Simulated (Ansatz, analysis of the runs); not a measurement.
# Transmission past a defect: Ir wire along [110], 4 atoms a period, Pt in place of one Ir, part 2 of 2

Wanted: the relaxed defect and the transmission past it, beside the channels of the perfect wire.

Ansatz 0.2.0; DFT PBE, plane waves, PAW; relaxation of a wire's period (the session's first sound run).

So far, conductance of the lead as this run defines it (G₀): step 3 (bands of the perfect wire) 5.18.

## Step 5: The open system

This step: DFT PBE, plane waves, PAW; transmission of a junction in a wire (Ansatz 0.2.0).

The cell is now read as a scatterer between two semi-infinite leads, named by two sites one period apart. The scattering states in its self-consistent potential are matched to the leads' states at each energy. One point across is taken, as for a wire in vacuum.

Contents of input.yaml:

```yaml
crystal:
  lattice:
    - [10.67, 0.0, 0.0]
    - [0.0, 9.537, 0.0]
    - [0.0, 0.0, 23.2296107881]
  atoms:
    - { symbol: Ir, position: [0.322746706, 0.499973956, 0.0] }
    - { symbol: Ir, position: [0.677253294, 0.499973956, 0.0] }
    - { symbol: Ir, position: [0.5, 0.369503339, 0.055555556] }
    - { symbol: Ir, position: [0.5, 0.630444573, 0.055555556] }
    - { symbol: Ir, position: [0.322746706, 0.499973956, 0.111111111] }
    - { symbol: Ir, position: [0.677253294, 0.499973956, 0.111111111] }
    - { symbol: Ir, position: [0.5, 0.369503339, 0.166666667] }
    - { symbol: Ir, position: [0.5, 0.630444573, 0.166666667] }
[... 24 atom lines left out ...]
    - { symbol: Ir, position: [0.322746706, 0.499973956, 0.888888889] }
    - { symbol: Ir, position: [0.677253294, 0.499973956, 0.888888889] }
    - { symbol: Ir, position: [0.5, 0.369503339, 0.944444444] }
    - { symbol: Ir, position: [0.5, 0.630444573, 0.944444444] }
kpoints:
  mp_grid: { grid: [1, 1, 4] }
scf:
  occupations: { method: fermi_dirac, width: 0.05 }
hamiltonian:
  xc: pbe
output:
  transmission:
    e_range: [-1.26, 1.26]
    de: 0.035
    kmesh: [1, 1]
    reduced_basis: true
    leads: [[32, 0]]
  dos: { projected: true, e_range: [-4, 3] }
  write_potential: true
  write_density: true
  volumetric_format: npy
  elf: true
basis:
  ecutwfc: "350 eV"
```

Run with:

```sh
ansatz run input.yaml --threads 4 --pin off --max-ram 16384MiB --backend cpu --events-out ev --progress --plain --runs-dir out
```

Elapsed: 8 min, on 4 threads of Arm Neoverse V1, shared host; peak memory 6.6 GiB; 26 min of CPU time.

This step gave:

| Property | Result |
| --- | --- |
| energy at zero smearing | -430189.6670 eV |
| transmission at the energy nearest the Fermi level, one spin | 4.867 |
| step of the lead's Hamiltonian | 9 meV |
| conductance of the junction | 4.690 G₀ |

The transmission, one spin by energy, zero at the Fermi level:

energy (eV), transmission, one spin and a bar from the least value:
```
    -1.26       5.28 ################
    -1.19       5.16 ###############
    -1.12       6.00 ###################
    -1.08       6.07 ####################
    -1.05       6.03 ####################
    -0.98       4.70 #############
    -0.91       3.22 ######
    -0.84       2.80 ####
    -0.77       2.30 ##
    -0.70       2.94 #####
    -0.63       2.99 #####
    -0.59       2.90 ####
    -0.53       1.96 
    -0.46       2.55 ###
    -0.39       3.98 ##########
    -0.32       4.55 ############
    -0.24       4.67 #############
    -0.17       4.53 ############
    -0.10       5.19 ################
    -0.07       5.41 #################
    -0.04       3.91 #########
     0.00       4.87 ##############
     0.04       4.88 ##############
     0.10       4.83 ##############
     0.17       6.08 ####################
     0.24       6.05 ####################
     0.28       7.70 ############################
     0.32       6.54 ######################
     0.39       5.43 #################
     0.46       8.17 ##############################
     0.49       8.21 ##############################
     0.53       8.20 ##############################
     0.59       7.96 #############################
     0.63       7.48 ##########################
     0.70       7.53 ###########################
     0.77       7.46 ##########################
     0.84       7.37 ##########################
     0.91       6.90 ########################
     0.98       6.26 #####################
     1.05       5.75 ##################
     1.12       5.71 ##################
     1.19       5.58 #################
     1.26       4.82 ##############
```

Table of open channels of the lead, one spin by energy, zero at the Fermi level:

```
energy (eV)  open channels of the lead, one spin
      -1.26                                    6
      -1.19                                    6
      -1.08                                    7
      -1.01                                    7
      -0.91                                    5
      -0.84                                    5
      -0.73                                    4
      -0.67                                    4
      -0.56                                    3
      -0.49                                    4
      -0.39                                    5
      -0.32                                    5
      -0.21                                    5
      -0.14                                    5
      -0.04                                    5
       0.00                                    5
       0.04                                    5
       0.14                                    5
       0.21                                    8
       0.32                                    9
       0.39                                    7
       0.49                                    9
       0.56                                    9
       0.67                                    8
       0.73                                    7
       0.84                                    8
       0.91                                    8
       1.01                                    7
       1.08                                    6
       1.19                                    6
       1.26                                    5
```

Projected DOS an atom over height of the atomic layer and energy from the Fermi level.  broadened by a Gaussian of 0.15 eV, since few k-points sample the long cell.

Values in states/eV, 12 rows by 16 columns, each cell a mean:
```
0.65 0.60 0.63 0.60 0.60 0.63 0.60 0.70 0.55 0.69 0.62 0.62 0.61 0.60 0.64 0.59
1.06 1.06 1.08 1.07 1.07 1.09 1.08 1.19 0.96 1.17 1.08 1.09 1.08 1.07 1.08 1.06
2.12 2.34 2.18 2.26 2.28 2.19 2.31 1.90 1.55 1.97 2.27 2.21 2.23 2.29 2.14 2.38
1.43 1.36 1.41 1.38 1.39 1.38 1.52 1.70 1.80 1.66 1.49 1.40 1.40 1.35 1.43 1.34
1.53 1.51 1.54 1.54 1.50 1.52 1.47 1.53 1.99 1.52 1.47 1.51 1.50 1.54 1.54 1.51
1.54 1.64 1.55 1.59 1.60 1.59 1.64 1.87 1.89 1.85 1.65 1.61 1.58 1.61 1.54 1.65
2.01 1.28 1.76 1.51 1.52 1.73 1.28 2.10 1.18 1.95 1.41 1.66 1.64 1.40 1.87 1.16
2.23 1.36 1.98 1.67 1.64 1.90 1.28 1.89 1.24 1.79 1.45 1.77 1.80 1.53 2.13 1.21
1.26 1.13 1.19 1.17 1.17 1.13 1.14 1.04 1.18 1.05 1.14 1.10 1.19 1.13 1.21 1.10
0.87 0.67 0.79 0.75 0.74 0.82 0.67 0.83 0.79 0.82 0.70 0.78 0.76 0.72 0.82 0.64
1.59 1.38 1.55 1.47 1.49 1.64 1.45 1.51 2.03 1.51 1.51 1.60 1.52 1.43 1.60 1.34
1.47 1.94 1.59 1.75 1.77 1.67 1.81 1.59 2.16 1.61 1.72 1.70 1.64 1.83 1.49 2.03
```
Columns: height of the atomic layer (Å) from 0 to 21.9; rows upwards: energy from the Fermi level (eV) from -3.98 to 1.47.

ELF in the cb plane at fractional x = 0.500, with atoms of Ir and Pt within 0.2 Å of it. It is the smooth field of the valence electrons, not physical close to the nuclei.

Ten even steps from '0' (0.00) to '9' (0.68), each cell a mean:
```
00000000000000000000000000000000000000000000
00000000000000000000000000000000000000000000
00011110001111000111111111110001111100111100
11123321112332111222222222221112332111233311
11245532124553222344444444432123554212345421
22356642235664323455456555553224675322356532
55556655555665666555689865556665665555556555
99865589996557999654699974569998556999855589
76965597697558859744699974469678556967955696
99954489896447989633478753359998445999844599
66533346753334665322344432235664333576433356
55432245543223454322233322234553223455422345
55432235543223454322356532234543223455432345
88743368884336898533599953348986334788633478
77964498696448969744796984469688446978954597
88965588796558979755797975579798556988955698
88756568875656888666589865657886565788656578
33456643345664333566556556653334665433456543
22356532224664222455545455542223564322356532
11234421123443111233333333321112443211244321
00122211012221101112222222211011222101122210
00001000000100000000000000000000010000001000
00000000000000000000000000000000000000000000
00000000000000000000000000000000000000000000
```
Columns run along c (16.0 Å, from fractional 0.16 to 0.84 of the cell), rows up along b (9.5 Å). Atoms in or near the plane, at fractional coordinates: Ir at (0.17, 0.37), Ir at (0.17, 0.63), Ir at (0.28, 0.37), Ir at (0.28, 0.63), Ir at (0.39, 0.37), Ir at (0.39, 0.63), Ir at (0.50, 0.37), Pt at (0.50, 0.66), Ir at (0.61, 0.37), Ir at (0.61, 0.63), Ir at (0.72, 0.37), Ir at (0.72, 0.63), Ir at (0.83, 0.37), Ir at (0.83, 0.63).

Electrostatic potential energy in the cb plane at fractional x = 0.500, with atoms of Ir and Pt within 0.2 Å of it. With pseudopotentials it is smooth inside the atoms' cores, unlike the true potential.

Values in eV, 13 rows by 16 columns, each cell a mean:
```
  7   7   7   7   7   7   7   7   7   7   7   7   7   7   7   7
  6   6   6   6   6   6   7   6   6   7   6   6   6   6   6   6
  4   6   4   4   5   3   5   4   2   6   4   5   5   4   6   4
-24   0 -16 -15  -1 -27  -5 -22 -42  -1 -22 -11  -4 -24   0 -16
-68 -14 -51 -51 -15 -68 -24 -38 -63  -9 -61 -39 -25 -68 -14 -51
-44  -6 -31 -31  -6 -41 -11  -8 -18  -1 -36 -21 -12 -44  -6 -31
-10   1  -6  -6   1 -10   0  -1  -6   2  -8  -3  -1 -10   1  -6
-57 -10 -42 -42 -10 -57 -19 -30 -52  -7 -52 -30 -19 -57 -10 -42
-62 -11 -46 -45 -11 -61 -21 -32 -55  -8 -56 -33 -21 -62 -11 -46
-11   2  -6  -6   3 -10   1  -1  -7   3  -9  -2   0 -11   2  -6
  5   6   5   5   6   5   6   6   6   6   5   6   6   5   6   5
  6   6   6   6   7   6   7   7   7   7   6   6   7   6   7   6
  7   7   7   7   7   7   7   7   7   7   7   7   7   7   7   7
```
Columns run along c (16.0 Å, from fractional 0.16 to 0.84 of the cell; values clipped at the 3rd and 97th percentile), rows up along b (9.5 Å). Atoms in or near the plane, at fractional coordinates: Ir at (0.17, 0.37), Ir at (0.17, 0.63), Ir at (0.28, 0.37), Ir at (0.28, 0.63), Ir at (0.39, 0.37), Ir at (0.39, 0.63), Ir at (0.50, 0.37), Pt at (0.50, 0.66), Ir at (0.61, 0.37), Ir at (0.61, 0.63), Ir at (0.72, 0.37), Ir at (0.72, 0.63), Ir at (0.83, 0.37), Ir at (0.83, 0.63).

Valence density in the cb plane at fractional x = 0.500, with atoms of Ir and Pt within 0.2 Å of it. It is the smooth field of the valence electrons, not physical close to the nuclei.

Ten even steps from '0' (0 e/Å³) to '9' (11 e/Å³), each cell a mean:
```
00000000000000000000000000000000000000000000
00000000000000000000000000000000000000000000
00000000000000000000000000000000000000000000
00000000000000000000000000000000000000000000
00000000000000000000000000000000000000000000
00000000000000000000000000000000000000000000
11000001100000111000135310001110000011000001
55310025631002564100279730014652001355200035
78510037861003786200269720016874001587410148
66410026741002564100024310014662001466300136
22100002210000121000000000001210000122000012
00000000000000000000000000000000000000000000
11000000100000010000001000000100000010000001
44200014420001353100135310003441000244100024
77510037861003786200268720016873001577400147
77410036751002676200257620015763001577300147
33100012320001232000023200002321000133100013
00000000000000000000000000000000000000000000
00000000000000000000000000000000000000000000
00000000000000000000000000000000000000000000
00000000000000000000000000000000000000000000
00000000000000000000000000000000000000000000
00000000000000000000000000000000000000000000
00000000000000000000000000000000000000000000
```
Columns run along c (16.0 Å, from fractional 0.16 to 0.84 of the cell), rows up along b (9.5 Å). Atoms in or near the plane, at fractional coordinates: Ir at (0.17, 0.37), Ir at (0.17, 0.63), Ir at (0.28, 0.37), Ir at (0.28, 0.63), Ir at (0.39, 0.37), Ir at (0.39, 0.63), Ir at (0.50, 0.37), Pt at (0.50, 0.66), Ir at (0.61, 0.37), Ir at (0.61, 0.63), Ir at (0.72, 0.37), Ir at (0.72, 0.63), Ir at (0.83, 0.37), Ir at (0.83, 0.63).

By hand: the program gives 3.5713 × 10^14 S/m² over the cell's cross-section of 101.76 Å² = 1.018 × 10^-18 m², so one cell conducts 3.634 × 10^-4 S. Divided by G0 = 2e²/h = 7.748 × 10^-5 S this is 4.69 G0, a resistance of 2.75 kΩ.

The conductance is 4.69 G₀, with 5 channels a spin open in the lead. The lead's Hamiltonian steps by 9.0 meV, which the program lets pass, though it counts in the error estimate. The largest term of the program's error estimate is 9 %.

## Step 6: Conductance and thermopower from T(E)

This step: Landauer integrals over the computed T(E), interpolated linearly between its energies (analysis of the runs above).

Conductance and thermopower are moments of T(E) over the thermal window; sliding the window along E stands for a gate that leaves T(E) rigid.

This step gave:

```
conductance at 300 K, interpolated from T(E) : 4.709 G₀
thermopower at 300 K                         : -2.760 μV/K
Lorenz number over L0                        : 1.031
```

T(E) held rigid; rough near sharp steps of T(E). The conductance at 300 K by shift of the leads' level:

```
shift of the leads' level (eV)  conductance at 300 K (G₀)
                        -0.900                       3.22
                        -0.850                       2.79
                        -0.800                       2.69
                        -0.750                       2.65
                        -0.700                       2.81
                        -0.650                       2.87
                        -0.600                       2.65
                        -0.550                       2.28
                        -0.500                       2.31
                        -0.450                       2.85
                        -0.400                       3.61
                        -0.350                       4.20
                        -0.300                       4.51
                        -0.250                       4.61
                        -0.200                       4.57
                        -0.150                       4.56
                        -0.100                       4.80
                        -0.050                       4.74
                         0.000                       4.71
                         0.050                       4.83
                         0.100                       4.93
                         0.150                       5.32
                         0.200                       5.94
                         0.250                       6.45
                         0.300                       6.57
                         0.350                       6.23
                         0.400                       6.79
                         0.450                       7.76
                         0.500                       8.10
                         0.550                       8.07
                         0.600                       7.83
                         0.650                       7.56
                         0.700                       7.31
                         0.750                       7.19
                         0.800                       7.31
                         0.850                       7.24
                         0.900                       6.92
```

T(E) held rigid; rough near sharp steps of T(E). Table of thermopower at 300 K by shift of the leads' level:

```
shift of the leads' level (eV)  thermopower at 300 K (μV/K)
                        -0.900                         31.6
                        -0.850                         11.8
                        -0.800                         5.19
                        -0.750                        -3.61
                        -0.700                        -6.13
                        -0.650                         3.65
                        -0.600                         17.2
                        -0.550                         11.6
                        -0.500                        -18.3
                        -0.450                        -34.0
                        -0.400                        -27.5
                        -0.350                        -15.4
                        -0.300                        -6.60
                        -0.250                        -1.17
                        -0.200                         1.26
                        -0.150                        -3.79
                        -0.100                        -3.98
                        -0.050                         3.29
                         0.000                        -2.76
                         0.050                        -3.12
                         0.100                        -6.41
                         0.150                        -14.9
                         0.200                        -13.1
                         0.250                        -8.55
                         0.300                         3.46
                         0.350                        -1.31
                         0.400                        -18.6
                         0.450                        -11.8
                         0.500                        -2.57
                         0.550                         2.25
                         0.600                         4.93
                         0.650                         4.67
                         0.700                         4.29
                         0.750                       -0.451
                         0.800                       -0.453
                         0.850                         3.89
                         0.900                         8.31
```

The two levels move by half the bias each and T(E) is held rigid. The current from the zero-bias T(E) by bias:

```
bias (V)  current from the zero-bias T(E) (μA)
   0.000                                     0
   0.100                                  36.7
   0.200                                  74.2
   0.300                                   112
   0.400                                   151
   0.500                                   193
   0.600                                   236
   0.700                                   278
   0.800                                   318
   0.900                                   359
   1.000                                   400
   1.100                                   440
   1.200                                   480
   1.300                                   521
   1.400                                   561
   1.500                                   599
   1.600                                   638
   1.700                                   677
   1.800                                   716
   1.900                                   756
```

By hand, Mott's formula: S = −(π²k²T/3e) d ln T/dE, and π²k²T/3e = 7.33 μV/K × eV at 300 K. The computed T is 5.41 at -0.070 eV and 4.87 at +0.070 eV, so d ln T/dE ≈ -0.748 per eV and S ≈ 5.48 μV/K, against -2.76 from the integrals. The signs differ: ln T is not straight over the thermal window, so the sign is not firm.

The thermopower is -2.76 μV/K. The Lorenz ratio is 1.03, where the Wiedemann-Franz law gives 1. Moving the level by up to 0.1 eV either way gives -6.4 to 3.3 μV/K.

## Step 7: Summary of results

| Item | Value |
| --- | --- |
| conductance of the perfect wire | 5.18 G₀ |
| conductance, Pt in place of one Ir | 4.69 G₀ |
| thermopower, Pt in place of one Ir | -2.76 μV/K |

In words: Summed over the computed window, 85 % of the lead's open channels pass the defect; the conductance at 300 K is 4.69 G₀. With Pt in place of one Ir, 90 % of the conductance of that run's own lead (5.20 G₀) is left, so it scatters little at the Fermi level. Transport is coherent and elastic here: the atoms are frozen, so scattering by vibrations plays no part. In the perfect wire the moments were started parallel, and no opposed start was run. Spin-orbit coupling is left out, which matters for the bands of heavy atoms. A junction with open d shells ran without spin, after the few moments seeded in its relaxation died away; moments on all d atoms were not tried. A cutoff under the files' recommended one was taken to save time; its effect on T(E) was not tested here. A cell with an odd number of electrons ran without spin; a level of the scatterer near the Fermi level could split if spin were allowed.

[Logs are printed without paths, hosts, clocks, repeated set-up lines and the standing remarks that a program may print on its own settings, such as how far it seeks lower states.]

[Hosts, paths, dates, database ids (printed as entryN), source tags and the programs' standing remarks are cut or masked in the printed files.]
